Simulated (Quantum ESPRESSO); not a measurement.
Ta under changes of volume

One of the cells (18.010 Å³/atom); the others are scaled copies at fixed shape and fractional positions:

```xyz
1
Lattice="-1.6513 1.6513 1.6513 1.6513 -1.6513 1.6513 1.6513 1.6513 -1.6513" Properties=species:S:1:pos:R:3 pbc="T T T"
Ta    0.0000    0.0000    0.0000
```

- Program: Quantum ESPRESSO 7.5
- Functional: rev-vdW-DF2
- Potentials or basis: PseudoDojo 0.4.1 SR PBE standard
- Cutoff: 789 eV
- Density cutoff: 3157 eV
- k mesh: 11 × 11 × 11
- Occupations: fermi-dirac, width 0.05 eV
- Spin: no spin polarisation

```csv
volume (Å³/atom),energy over the lowest point (meV/atom),pressure (GPa)
16.930,37.39,13.1
17.290,?,?
17.650,1.83,3.1
18.010,0.00,-1.2
18.371,7.33,-4.9
18.731,22.83,-8.4
19.091,45.59,-11.4
```

Question: What does the run at 17.290 Å³/atom give?

Answer: Energy over the lowest point 13.92 meV/atom; pressure 7.8 GPa.

Worked out: A Birch-Murnaghan fit of order 3 (a polynomial in V^(-2/3)) to the other rows has its minimum at 17.90 Å³/atom with B0 = V·E''(V) = 209 GPa and B' = 4.6. It gives 13.88 meV/atom at 17.290 Å³/atom, against the run's 13.92, and -dE/dV = 7.8 GPa, against 7.8.

Energies are extrapolated to zero smearing.

Caveats: the potentials were made for another functional, which shifts forces and pressure.
